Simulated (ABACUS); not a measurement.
# YN (Fm-3m) in ABACUS: notebook

The runs below take YN through equation of state, with PBE.

Everything below comes from runs of ABACUS 3.10.1. Logs are shortened: lines on timing, memory, paths and dates and some standing lists are left out, and cuts for length are marked.

### Step 1. The crystal as given

Symmetry: Fm-3m, No. 225, cubic system. Conventional cell: a = 4.877 Å, b = 4.877 Å, c = 4.877 Å, α = 90.00°, β = 90.00°, γ = 90.00°. Around Y (site symmetry m-3m) lie 6 N at 2.44 Å. Around N (site symmetry m-3m) lie 6 Y at 2.44 Å.

### Step 2. Equation of state, PBE, 13.63 Å³/atom (volume scaled by 0.94)

INPUT reads:

```
INPUT_PARAMETERS
suffix              YN
calculation         scf
basis_type          lcao
pseudo_dir          ./
orbital_dir         ./
symmetry            1
dft_functional      pbe
ecutwfc             100
pseudo_rcut         10
nspin               1
nbands              12
ks_solver           genelpa
smearing_method     fd
smearing_sigma      0.00367493
scf_thr             1e-07
scf_nmax            100
mixing_type         broyden
mixing_beta         0.7
cal_force           1
cal_stress          1
out_mul             1
```

STRU reads:

```
ATOMIC_SPECIES
Y 88.9058 Y.upf
N 14.0070 N.upf

NUMERICAL_ORBITAL
Y_confined-atom_8au_3s2p2d1f.orb
N_confined-atom_6au_2s2p1d.orb

LATTICE_CONSTANT
1.8897261246

LATTICE_VECTORS
0.0000000000 2.3887207261 2.3887207261
2.3887207261 0.0000000000 2.3887207261
2.3887207261 2.3887207261 0.0000000000

ATOMIC_POSITIONS
Direct

Y
0.0
1
0.0000000000 0.0000000000 0.0000000000 1 1 1

N
0.0
1
0.5000000000 0.5000000000 0.5000000000 1 1 1
```

KPT reads:

```
K_POINTS
0
Gamma
9 9 9 0 0 0
```

Potentials or basis: PseudoDojo NC SR 0.4.1 PBE standard, DZP LCAO (the cutoffs set its grid).

Started as:

```console
$ OMP_NUM_THREADS=1 mpirun -np 4 abacus > log
```

running log:

```text
ABACUS v3.10.1

               Atomic-orbital Based Ab-initio Computation at UStc

 ------------------------------------------------------------------------------------

 READING GENERAL INFORMATION
                           global_out_dir = OUT.YN/
                           global_in_card = INPUT
                               pseudo_dir = ./
[... 8 lines left out ...]

 READING ATOM TYPE 1
                               atom label = Y
                      L=0, number of zeta = 3
                      L=1, number of zeta = 2
                      L=2, number of zeta = 2
                      L=3, number of zeta = 1
             number of atom for this type = 1

 READING ATOM TYPE 2
                               atom label = N
                      L=0, number of zeta = 2
                      L=1, number of zeta = 2
                      L=2, number of zeta = 1
             number of atom for this type = 1

                        TOTAL ATOM NUMBER = 2
DIRECT COORDINATES
    atom                   x                   y                   z     mag                  vx                  vy                  vz
taud_Y1            0.0000000000        0.0000000000        0.0000000000  0.0000        0.0000000000        0.0000000000        0.0000000000
taud_N1            0.5000000000        0.5000000000        0.5000000000  0.0000        0.0000000000        0.0000000000        0.0000000000

                          Volume (Bohr^3) = 183.96
                             Volume (A^3) = 27.26

 Lattice vectors: (Cartesian coordinate: in unit of a_0)
                   +0            +2.38872            +2.38872
             +2.38872                  +0            +2.38872
             +2.38872            +2.38872                  +0
 Reciprocal vectors: (Cartesian coordinate: in unit of 2 pi/a_0)
            -0.209317           +0.209317           +0.209317
            +0.209317           -0.209317           +0.209317
            +0.209317           +0.209317           -0.209317
 The esolver type has been set to : ksdft_lcao

                PAO radial cut off (Bohr) = 10

 Read in pseudopotential file is Y.upf
                     pseudopotential type = NC
          exchange-correlation functional = PBE
                 nonlocal core correction = 1
                        valence electrons = 11
                                     lmax = 2
                           number of zeta = 4
                     number of projectors = 6
                           L of projector = 0
[... 5 lines left out ...]
                PAO radial cut off (Bohr) = 10

 Read in pseudopotential file is N.upf
                     pseudopotential type = NC
          exchange-correlation functional = PBE
                 nonlocal core correction = 1
                        valence electrons = 5
                                     lmax = 1
                           number of zeta = 2
                     number of projectors = 4
                           L of projector = 0
                           L of projector = 0
                           L of projector = 1
                           L of projector = 1
     initial pseudo atomic orbital number = 14

 SETUP THE ELECTRONS NUMBER
             electron number of element Y = 11
       total electron number of element Y = 11
             electron number of element N = 5
       total electron number of element N = 5
            AUTOSET number of electrons:  = 16
                           occupied bands = 8
                                   NLOCAL = 39
                                   NBANDS = 12
                                   NBANDS = 12
                                   NLOCAL = 39

%%%%%%%%%%%%%%%%%%%%%%%%%%%%%%%%%%%%%%%%%%%%%%%%%%%%%%%%%%%%%%%%%%%%%%%%%%%%%%%%%%%%%%%%%%%%%%%%%%%%%%%%%%
 Warning: the number of valence electrons in pseudopotential > 3 for Y: [Kr] 4d1 5s2
 Pseudopotentials with additional electrons can yield (more) accurate outcomes, but may be less efficient.
 If you're confident that your chosen pseudopotential is appropriate, you can safely ignore this warning.
%%%%%%%%%%%%%%%%%%%%%%%%%%%%%%%%%%%%%%%%%%%%%%%%%%%%%%%%%%%%%%%%%%%%%%%%%%%%%%%%%%%%%%%%%%%%%%%%%%%%%%%%%%

 SETUP THE PLANE WAVE BASIS
 energy cutoff for charge/potential (unit:Ry) = 400
            fft grid for charge/potential = [ 45, 45, 45 ]
                        fft grid division = [ 3, 3, 3 ]
        big fft grid for charge/potential = [ 15, 15, 15 ]
                                     nbxx = 900
                                     nrxx = 24300

 SETUP PLANE WAVES FOR CHARGE/POTENTIAL
[... 59 lines left out ...]
                                    ibrav = 2
                       right hand lattice = 1
(for k-lattice: )
                             BRAVAIS TYPE = 2
                     BRAVAIS LATTICE NAME = 02. Cubic I (body-centered)
                                    ibrav = 2
                       right hand lattice = 1
                        ROTATION MATRICES = 48
                               nkstot_ibz = 35
K-POINTS REDUCTION ACCORDING TO SYMMETRY
     IBZ    DIRECT_X    DIRECT_Y    DIRECT_Z  WEIGHT  ibz2bz
       1  0.00000000  0.00000000  0.00000000  0.0014       0
       2  0.11111111  0.11111111  0.11111111  0.0110       1
       3  0.22222222  0.22222222  0.22222222  0.0110       2
       4  0.33333333  0.33333333  0.33333333  0.0110       3
       5  0.44444444  0.44444444  0.44444444  0.0110       4
       6  0.11111111  0.11111111  0.00000000  0.0082      10
[... 22 lines left out ...]
      29  0.44444444  0.33333333  0.11111111  0.0329     112
      30 -0.44444444  0.44444444  0.22222222  0.0658     113
[... 5 further k points ...]

                               nkstot now = 35
[... K-POINTS DIRECT COORDINATES: 35 rows ...]

           k-point number in this process = 35
       minimum distributed K point number = 35
[... stars of the k points ...]

[... K-POINTS CARTESIAN COORDINATES: 35 rows ...]

[... K-POINTS DIRECT COORDINATES: 35 rows ...]

 SETUP PLANE WAVES FOR WAVE FUNCTIONS
     energy cutoff for wavefunc (unit:Ry) = 100
              fft grid for wave functions = [ 45, 45, 45 ]
                    number of plane waves = 4111
                         number of sticks = 349

 PARALLEL PW FOR WAVE FUNCTIONS
     PROC   COLUMNS(POT)             PW
        1             87           1028
        2             87           1028
        3             87           1028
        4             88           1027
 --------------- sum -------------------
        4            349           4111

 SET NONLOCAL PSEUDOPOTENTIAL PROJECTORS
[... 6 lines left out ...]

 SETUP SEARCHING RADIUS FOR PROGRAM TO SEARCH ADJACENT ATOMS
                  longest orb rcut (Bohr) = 8
   longest nonlocal projector rcut (Bohr) = 1.62
                     search radius (Bohr) = 19.2
              searching radius is (Bohr)) = 19.2
         searching radius unit is (Bohr)) = 1.89
                         PeriodicBoundary = 1
                        Radius(unit:lat0) = 10.2
                                   glayer = [ 5, 5, 5 ]
                             glayer_minus = [ 4, 4, 4 ]

Find the coordinate range of the input atom(unit:lat0).
                                  min_tau = [ -19.1, -19.1, -19.1 ]
                                  max_tau = [ 21.5, 21.5, 21.5 ]
                                BoxNumber = [ 9, 9, 9 ]

 SETUP EXTENDED REAL SPACE GRID FOR GRID INTEGRATION
                          real space grid = [ 45, 45, 45 ]
                 big cell numbers in grid = [ 15, 15, 15 ]
             meshcell numbers in big cell = [ 3, 3, 3 ]
                        extended fft grid = [ 24, 24, 24 ]
                dimension of extened grid = [ 64, 64, 64 ]
                            UnitCellTotal = 125
              Atom number in sub-FFT-grid = 2
    Local orbitals number in sub-FFT-grid = 39
                                ParaV.nnr = 30788
                                 init_chg = atomic

 LCAO ALGORITHM --------------- ION=   1  ELEC=   1--------------------------------

 Density error is 0.161315086705
----------------------------------------------------------
     Energy           Rydberg                 eV
----------------------------------------------------------
 E_KohnSham     -102.2427016908      -1391.0833219093
 E_Harris       -101.3867187540      -1379.4370765772
 E_Fermi        0.8640750809         11.7563445997
----------------------------------------------------------
[... 102 lines left out ...]
 Density error is 2.18459996993e-09
----------------------------------------------------------
     Energy           Rydberg                 eV
----------------------------------------------------------
 E_KohnSham     -102.5834542363      -1395.7194981359
 E_KS(sigma->0) -102.5834287548      -1395.7191514428
 E_Harris       -102.5834542700      -1395.7194985951
 E_band         -2.1267166881        -28.9354649896
 E_one_elec     -4.8102004673        -65.4461348780
 E_Hartree      11.9311431028        162.3315298516
 E_xc           -22.2812631252       -303.1521371407
 E_Ewald        -87.4230827836       -1189.4520625826
 E_entropy(-TS) -0.0000509629        -0.0006933862
 E_descf        0.0000000000         0.0000000000
 E_exx          0.0000000000         0.0000000000
 E_Fermi        0.9727633876         13.2351248771
----------------------------------------------------------

 charge density convergence is achieved
 final etot is -1395.7194981 eV
 EFERMI = 13.235124877 eV

 STATE ENERGY(eV) AND OCCUPATIONS    NSPIN == 1
 1/35 kpoint (Cartesian) = 0.0000 0.0000 0.0000 (774 pws)
       1       -27.3493     0.00274348
       2       -6.93194     0.00274348
       3       -6.93194     0.00274348
       4       -6.93194     0.00274348
       5       0.165085     0.00274348
       6        13.1987     0.00185062
       7        13.1987     0.00185062
       8        13.1987     0.00185062
       9        16.4419    3.84613e-31
      10        16.4419    3.84613e-31
      11        16.4419    3.84613e-31
      12        18.4109    3.03722e-48
[... 57 lines left out ...]
 6/35 kpoint (Cartesian) = 0.0000 0.0000 0.046515 (770 pws)
       1       -27.3244      0.0164609
       2       -7.12551      0.0164609
       3       -6.98096      0.0164609
       4       -6.98096      0.0164609
       5       0.480085      0.0164609
       6        11.8811      0.0164609
       7        12.9633      0.0163896
       8        12.9633      0.0163896
       9        15.8540    2.94840e-25
      10        17.2460    2.39087e-37
      11        17.2460    2.39087e-37
      12        18.6561    1.35097e-49

[... levels at 29 further k points ...]

 correction force for each atom along direction 1 is 2.10978e-14
 correction force for each atom along direction 2 is 9.72933e-15
 correction force for each atom along direction 3 is 3.26482e-14
------------------------------------------------------------------------------------------
 TOTAL-FORCE (eV/Angstrom)
------------------------------------------------------------------------------------------
                        Y1         0.0000000000         0.0000000000         0.0000000000
                        N1         0.0000000000         0.0000000000         0.0000000000
------------------------------------------------------------------------------------------

----------------------------------------------------------------
 TOTAL-STRESS (KBAR)
----------------------------------------------------------------
       154.1849110084         0.0000000000         0.0000000000
         0.0000000000       154.1849110084        -0.0000000000
         0.0000000000        -0.0000000000       154.1849110084
----------------------------------------------------------------
 TOTAL-PRESSURE: 154.184911 KBAR

 --------------------------------------------
 !FINAL_ETOT_IS -1395.7194981358863970 eV
 --------------------------------------------
```

Wall time 9 s (4 MPI ranks of AMD EPYC 7B13 (Zen 3), shared host); peak memory 0.44 GiB.

What came out:

- Free energy: -1395.7195 eV
- Pressure: 15.4 GPa
- Band gap on the k mesh: 0.11 eV, indirect (least direct gap 0.47 eV)
- Mulliken charges: Y +0.88; N -0.88 e

Caveat: the atomic orbitals were generated for these runs and aren't a published set; Mulliken charges move with the basis; an odd mesh through Γ misses points on the zone boundary, where band edges often lie; the basis of atomic orbitals isn't converged, which shifts pressures, moduli and gaps.

### Step 3. Equation of state, PBE, 13.92 Å³/atom (volume scaled by 0.96)

INPUT is that of step 2.

Edit STRU of step 2 so:

```diff
@@ -12,5 +12,5 @@
 LATTICE_VECTORS
-0.0000000000 2.3887207261 2.3887207261
-2.3887207261 0.0000000000 2.3887207261
-2.3887207261 2.3887207261 0.0000000000
+0.0000000000 2.4055432573 2.4055432573
+2.4055432573 0.0000000000 2.4055432573
+2.4055432573 2.4055432573 0.0000000000
```

KPT is that of step 2.

Potentials or basis: PseudoDojo NC SR 0.4.1 PBE standard, DZP LCAO (the cutoffs set its grid).

Started as:

```console
$ OMP_NUM_THREADS=1 mpirun -np 4 abacus > log
```

Run time: 8.4 s. Hardware: 4 MPI ranks of AMD EPYC 7B13 (Zen 3), shared host; peak memory 0.44 GiB.

It converged, with:

```yaml
Free_energy: -1395.7671 eV
Pressure: 11.0 GPa
Band_gap_on_the_k_mesh: 0.15 eV, indirect (least direct gap 0.53 eV)
Mulliken_charges: Y +0.88; N -0.88 e
```

Caveat: the atomic orbitals were generated for these runs and aren't a published set; Mulliken charges move with the basis; an odd mesh through Γ misses points on the zone boundary, where band edges often lie; the basis of atomic orbitals isn't converged, which shifts pressures, moduli and gaps.

### Step 4. Equation of state, PBE, 14.21 Å³/atom (volume scaled by 0.98)

INPUT is that of step 3.

Edit STRU of step 3 so:

```diff
@@ -12,5 +12,5 @@
 LATTICE_VECTORS
-0.0000000000 2.4055432573 2.4055432573
-2.4055432573 0.0000000000 2.4055432573
-2.4055432573 2.4055432573 0.0000000000
+0.0000000000 2.4221337351 2.4221337351
+2.4221337351 0.0000000000 2.4221337351
+2.4221337351 2.4221337351 0.0000000000
```

KPT is that of step 3.

Started as:

```console
$ OMP_NUM_THREADS=1 mpirun -np 4 abacus > log
```

Wall time 8 s (4 MPI ranks of AMD EPYC 7B13 (Zen 3), shared host); peak memory 0.44 GiB.

The run converged. Its results:

```yaml
Free_energy: -1395.7995 eV
Pressure: 7.0 GPa
Band_gap_on_the_k_mesh: 0.19 eV, indirect (least direct gap 0.58 eV)
Mulliken_charges: Y +0.88; N -0.88 e
```

Caveat: the atomic orbitals were generated for these runs and aren't a published set; Mulliken charges move with the basis; an odd mesh through Γ misses points on the zone boundary, where band edges often lie; the basis of atomic orbitals isn't converged, which shifts pressures, moduli and gaps.

### Step 5. Equation of state, PBE, 14.50 Å³/atom

INPUT is that of step 4.

Edit STRU of step 4 so:

```diff
@@ -12,5 +12,5 @@
 LATTICE_VECTORS
-0.0000000000 2.4221337351 2.4221337351
-2.4221337351 0.0000000000 2.4221337351
-2.4221337351 2.4221337351 0.0000000000
+0.0000000000 2.4385000000 2.4385000000
+2.4385000000 0.0000000000 2.4385000000
+2.4385000000 2.4385000000 0.0000000000
```

KPT is that of step 4.

Started as:

```console
$ OMP_NUM_THREADS=1 mpirun -np 4 abacus > log
```

It took 7.8 s on 4 MPI ranks of AMD EPYC 7B13 (Zen 3), shared host; peak memory 0.44 GiB.

It converged, with:

- Free energy: -1395.8181 eV
- Pressure: 3.4 GPa
- Band gap on the k mesh: 0.23 eV, indirect (least direct gap 0.63 eV)
- Mulliken charges: Y +0.88; N -0.88 e

Caveat: the atomic orbitals were generated for these runs and aren't a published set; Mulliken charges move with the basis; an odd mesh through Γ misses points on the zone boundary, where band edges often lie; the basis of atomic orbitals isn't converged, which shifts pressures, moduli and gaps.

### Step 6. Equation of state, PBE, 14.79 Å³/atom (volume scaled by 1.02)

INPUT is that of step 5.

Edit STRU of step 5 so:

```diff
@@ -12,5 +12,5 @@
 LATTICE_VECTORS
-0.0000000000 2.4385000000 2.4385000000
-2.4385000000 0.0000000000 2.4385000000
-2.4385000000 2.4385000000 0.0000000000
+0.0000000000 2.4546494773 2.4546494773
+2.4546494773 0.0000000000 2.4546494773
+2.4546494773 2.4546494773 0.0000000000
```

KPT is that of step 5.

Potentials or basis: PseudoDojo NC SR 0.4.1 PBE standard, DZP LCAO (the cutoffs set its grid).

Started as:

```console
$ OMP_NUM_THREADS=1 mpirun -np 4 abacus > log
```

Wall time 7.8 s (4 MPI ranks of AMD EPYC 7B13 (Zen 3), shared host); peak memory 0.44 GiB.

The run converged. Its results:

```
Free energy            : -1395.8243 eV
Pressure               : 0.1 GPa
Band gap on the k mesh : 0.26 eV, indirect (least direct gap 0.68 eV)
Mulliken charges       : Y +0.87; N -0.87 e
```

Caveat: the atomic orbitals were generated for these runs and aren't a published set; Mulliken charges move with the basis; an odd mesh through Γ misses points on the zone boundary, where band edges often lie; the basis of atomic orbitals isn't converged, which shifts pressures, moduli and gaps.

### Step 7. Equation of state, PBE, 15.08 Å³/atom (volume scaled by 1.04)

INPUT is that of step 6.

Edit STRU of step 6 so:

```diff
@@ -12,5 +12,5 @@
 LATTICE_VECTORS
-0.0000000000 2.4546494773 2.4546494773
-2.4546494773 0.0000000000 2.4546494773
-2.4546494773 2.4546494773 0.0000000000
+0.0000000000 2.4705892062 2.4705892062
+2.4705892062 0.0000000000 2.4705892062
+2.4705892062 2.4705892062 0.0000000000
```

KPT is that of step 6.

Started as:

```console
$ OMP_NUM_THREADS=1 mpirun -np 4 abacus > log
```

Wall time 7.4 s (4 MPI ranks of AMD EPYC 7B13 (Zen 3), shared host); peak memory 0.44 GiB.

Results (log left out):

```
Free energy            : -1395.8191 eV
Pressure               : -2.9 GPa
Band gap on the k mesh : 0.29 eV, indirect (least direct gap 0.72 eV)
Mulliken charges       : Y +0.87; N -0.87 e
```

Caveat: the atomic orbitals were generated for these runs and aren't a published set; Mulliken charges move with the basis; an odd mesh through Γ misses points on the zone boundary, where band edges often lie; the basis of atomic orbitals isn't converged, which shifts pressures, moduli and gaps.

### Step 8. Equation of state, PBE, 15.37 Å³/atom (volume scaled by 1.06)

INPUT is that of step 7.

Edit STRU of step 7 so:

```diff
@@ -12,5 +12,5 @@
 LATTICE_VECTORS
-0.0000000000 2.4705892062 2.4705892062
-2.4705892062 0.0000000000 2.4705892062
-2.4705892062 2.4705892062 0.0000000000
+0.0000000000 2.4863258675 2.4863258675
+2.4863258675 0.0000000000 2.4863258675
+2.4863258675 2.4863258675 0.0000000000
```

KPT is that of step 7.

Started as:

```console
$ OMP_NUM_THREADS=1 mpirun -np 4 abacus > log
```

Wall time 7.3 s (4 MPI ranks of AMD EPYC 7B13 (Zen 3), shared host); peak memory 0.44 GiB.

It converged, with:

| Item | Value |
| --- | --- |
| Free energy | -1395.8037 eV |
| Pressure | -5.6 GPa |
| Band gap on the k mesh | 0.32 eV, indirect (least direct gap 0.76 eV) |
| Mulliken charges | Y +0.86; N -0.86 e |

Caveat: the atomic orbitals were generated for these runs and aren't a published set; Mulliken charges move with the basis; an odd mesh through Γ misses points on the zone boundary, where band edges often lie; the basis of atomic orbitals isn't converged, which shifts pressures, moduli and gaps.

### Step 9. Equation of state, PBE

Potentials or basis: PseudoDojo NC SR 0.4.1 PBE standard, DZP LCAO (the cutoffs set its grid).

This step only gathers the single runs of the series.

What came out:

```yaml
Equilibrium_volume: 14.80 Å³/atom
Bulk_modulus: 159 GPa
Pressure_derivative_of_the_bulk_modulus: 4.1
```

Energy against volume, from the lowest point:
```csv
volume (Å³/atom),energy (meV/atom)
13.630,52.38
13.920,28.58
14.210,12.37
14.500,3.06
14.790,0.00
15.080,2.59
15.370,10.26
```

Caveat: the atomic orbitals were generated for these runs and aren't a published set; the basis of atomic orbitals isn't converged, which shifts pressures, moduli and gaps.
